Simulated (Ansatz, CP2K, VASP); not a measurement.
La: 3 runs at one level of theory

```
La
1.0
     4.24766    0.00000    0.00000
     0.00000    4.24766    0.00000
     0.00000    0.00000    4.24766
La
2
Direct
  0.00000 0.00000 0.00000
  0.50000 0.50000 0.50000
```

This isn't the form of La at room conditions, which is double hcp.

Alike in all runs: task band structure; functional LDA; k mesh 6 × 6 × 6; occupations fermi-dirac, width 0.1 eV; no spin polarisation; no spin-orbit coupling. LDA stands for any of its common fits. Pressure is positive in compression and, in plane waves, holds the error of the finite cutoff.

```json
{"program and potentials": "Ansatz, all-electron LAPW, scalar-relativistic", "plane-wave cutoff (eV)": "-", "notes": "-", "pressure (GPa)": "-3.48"}
{"program and potentials": "CP2K, GTH_POTENTIALS La GTH-PADE-q11; TZVP-MOLOPT-SR-GTH basis", "plane-wave cutoff (eV)": "-", "notes": "atomic basis", "pressure (GPa)": "-2.80"}
{"program and potentials": "VASP, LDA PAW files La, release 54, 520 eV", "plane-wave cutoff (eV)": "520", "notes": "-", "pressure (GPa)": "-3.55"}
```

The pressure spans -3.55 (VASP, LDA PAW files La, release 54, 520 eV) to -2.80 GPa (CP2K, GTH_POTENTIALS La GTH-PADE-q11; TZVP-MOLOPT-SR-GTH basis), with all-electron results at -3.48. Rows in atomic bases carry the error of their basis and grid, which can be large.

The functional is the same throughout but for its coding, so the spread measures potentials, basis and numerics; runs on potential files found faulty are left out.
